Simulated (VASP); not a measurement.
Set up this calculation in VASP 6.6.1, as the native input.

* Task: single point
* Functional: PBE
* Potentials or basis: VASP PAW PBE potentials, release 64 (Ag, Cl)
* Cutoff: 520 eV
* k mesh: 6 × 6 × 6
* Occupations: gaussian, width 0.01 eV
* Spin: no spin polarisation
* Dipole correction: no
* Further INCAR settings: ALGO = Normal; EDIFF = 1e-07; NBANDS = 16

The structure of AgCl lies in POSCAR:

```
AgCl
1.0
    0.0000000000      2.9932461729      2.9932461729
    2.9932461729      0.0000000000      2.9932461729
    2.9932461729      2.9932461729      0.0000000000
Ag Cl
1 1
Direct
    0.0000000000      0.0000000000      0.0000000000
    0.2500000000      0.2500000000      0.2500000000
```

The cell was built by a generator and needn't be a form met in nature.

The input as run:

INCAR

```
SYSTEM = AgCl
ALGO     = Normal         ! electronic algorithm
EDIFF    = 1E-7           ! SCF threshold, eV
ENCUT    = 520            ! plane-wave cutoff, eV
GGA      = PE             ! functional
ISIF     = 2              ! what is computed and relaxed
ISMEAR   = 0              ! smearing method
LASPH    = .TRUE.         ! aspherical terms in the spheres
LCHARG   = .FALSE.        ! write CHGCAR
LREAL    = .FALSE.        ! projectors in reciprocal space
LWAVE    = .FALSE.        ! write WAVECAR
NBANDS   = 16             ! bands
NELM     = 100            ! most SCF steps
PREC     = Accurate       ! precision mode
SIGMA    = 0.01           ! smearing width, eV
```

KPOINTS

```
k-points
0
G
  6 6 6
  0 0 0
```

Potentials or basis: VASP PAW PBE potentials, release 64 (Ag, Cl).

The run is started by

```bash
$ cat potpaw_PBE.64/Ag/POTCAR potpaw_PBE.64/Cl/POTCAR > POTCAR
$ mpirun -np 1 vasp_std > vasp.out
```

Results of the run:

```json
{
  "Pressure": "1.1 GPa",
  "Band gap on the k mesh": "1.25 eV, direct"
}
```

It took 5.6 s on 1 thread of Intel(R) Xeon(R) 6975P-C (Granite Rapids), with other jobs on the host, peak memory 0.17 GiB.
